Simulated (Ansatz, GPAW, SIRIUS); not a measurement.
One calculation of Zn, 4 ways

```xyz
1
Lattice="-1.5690 1.5690 1.5690 1.5690 -1.5690 1.5690 1.5690 1.5690 -1.5690" Properties=species:S:1:pos:R:3 pbc="T T T"
Zn    0.0000    0.0000    0.0000
```

This isn't the form of Zn at room conditions, which is hcp.

Alike in all runs: task single point; functional PBEsol; k mesh 12 × 12 × 12; occupations fermi-dirac, width 0.05 eV; no spin polarisation; no spin-orbit coupling. Pressure is positive in compression and, in plane waves, holds the error of the finite cutoff, which Ansatz's Pulay term estimates and takes out.

| program and potentials | plane-wave cutoff (eV) | notes | band gap (eV) | pressure (GPa) |
| --- | --- | --- | --- | --- |
| Ansatz, Ansatz PAW | 420 | potentials made for PBE, which Ansatz adapts in part; 12 valence electrons an atom on average | ? | ? |
| Ansatz, all-electron LAPW, scalar-relativistic | - | - | no gap | -5.17 |
| GPAW, PAW data sets generated for this functional | 600 | 12 valence electrons an atom on average | no gap | -5.42 |
| SIRIUS, PseudoDojo 0.4.1 PBEsol standard (scalar relativistic) | 1152 | 20 valence electrons an atom on average | no gap | -5.29 |

Problem. Estimate from the other rows what the run with Ansatz, Ansatz PAW gave.

Solution. No band gap; pressure -5.18 GPa. Its pressure holds a Pulay term of +0.08 GPa. The other rows, which needn't bracket it: pressure -5.42 to -5.17.
